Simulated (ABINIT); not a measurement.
A run of ABINIT 10.8.3 (patched build):

run.abi

```
# Datasets: one volume each
ndtset 7
getwfk -1
scalecart1 3*0.9795861087
scalecart2 3*0.9864848297
scalecart3 3*0.9932883884
scalecart4 3*1.0000000000
scalecart5 3*1.0066227096
scalecart6 3*1.0131594038
scalecart7 3*1.0196128224

# Pseudopotentials
pp_dirpath "./"
pseudos "Al.GGA_PBE-JTH.xml"

# Structure
acell 2.8635066922 2.8635066922 2.8635066922 Angstrom
rprim
     0.0000000000     0.7071067812     0.7071067812
     0.7071067812     0.0000000000     0.7071067812
     0.7071067812     0.7071067812     0.0000000000
ntypat 1
znucl 13
natom 1
typat 1
xred
     0.0000000000     0.0000000000     0.0000000000

# Plane-wave basis
ecut 15.0
pawecutdg 30.0

# k points
kptopt 1
ngkpt 11 11 11
nshiftk 1
shiftk 0.0 0.0 0.0

# Exchange and correlation
ixc -116133

# Bands and occupations
nband 6
occopt 3
tsmear 0.05 eV

# SCF cycle
nstep 100
tolvrs 1.0e-9

# Output
iomode 3
prtwf 1
prtden 0
prteig 0
prtebands 0
```

Potentials or basis: JTH PAW PBE v2.0.

Command:

```bash
$ abinit run.abi > log 2>&1
```

Hardware: 1 thread of Arm Neoverse V1, on a shared host.

**Question.** Estimate the wall time of this run.

**Answer.** It took 20 s on 1 thread of Arm Neoverse V1, with other jobs on the host, peak memory 0.11 GiB. Counts: scf iterations 36, k points 56, bands 6, plane waves 303.
